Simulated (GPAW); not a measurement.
The system is Fe.

```
Fe
1.0
     2.43416    0.00000    0.00000
    -1.21708    2.10804    0.00000
     0.00000    0.00000    3.84193
Fe
2
Direct
  0.66667 0.33333 0.75000
  0.33333 0.66667 0.25000
```

This isn't the form of Fe at room conditions, which is bcc.

- Program: GPAW 26.7.0
- Task: relaxation of cell and atoms
- Functional: r2SCAN
- Potentials or basis: GPAW PAW data sets (gpaw-data 1.2.1)
- Cutoff: 600 eV
- Basis: pw
- k mesh: 9 × 9 × 5
- Occupations: fermi-dirac, width 0.05 eV
- Spin: collinear spin, ferromagnetic start
- Starting moments: [3.0, 3.0] μB

At the start: pressure 57.2 GPa; volume 9.86 Å³/atom.

Task: Where does the relaxation end?

Result: Over 14 steps the energy falls by 411.0 meV/atom and the volume is 12.51 Å³/atom (+26.9 %); space group P6_3/mmc (No. 194, to 0.05 Å); moment 5.81 μB per cell.

The path:
```csv
step,energy change (eV),largest force (eV/Å),pressure (GPa),volume (Å³)
1,0.0000,0.0000,57.20,19.71
2,-0.3335,0.0000,37.21,20.78
3,-0.6823,0.0000,16.04,22.71
4,-0.8173,0.0003,-0.90,25.24
5,-0.8175,0.0003,-0.86,25.23
6,-0.8180,0.0002,-0.78,25.22
7,-0.8187,0.0002,-0.66,25.20
8,-0.8194,0.0001,-0.52,25.18
9,-0.8202,0.0001,-0.36,25.15
10,-0.8209,0.0000,-0.20,25.12
11,-0.8215,0.0001,-0.07,25.09
12,-0.8219,0.0001,0.04,25.06
13,-0.8221,0.0001,0.08,25.03
14,-0.8219,0.0001,0.04,25.01
```

Final structure:
```
Fe
1.0
     2.56862    0.00000    0.00000
    -1.28431    2.22449    0.00000
     0.00000    0.00000    4.37714
Fe
2
Cartesian
  1.2843 0.7415 3.2829
  0.0000 1.4830 1.0943
```

Caveat: each step starts from the last one's moments, so a moment once lost doesn't come back; later steps reuse the first step's grids; the volume moved by over 15 % at a fixed basis, so the end points are rough; the PAW data sets were made with another functional, which shifts forces and pressure a little.
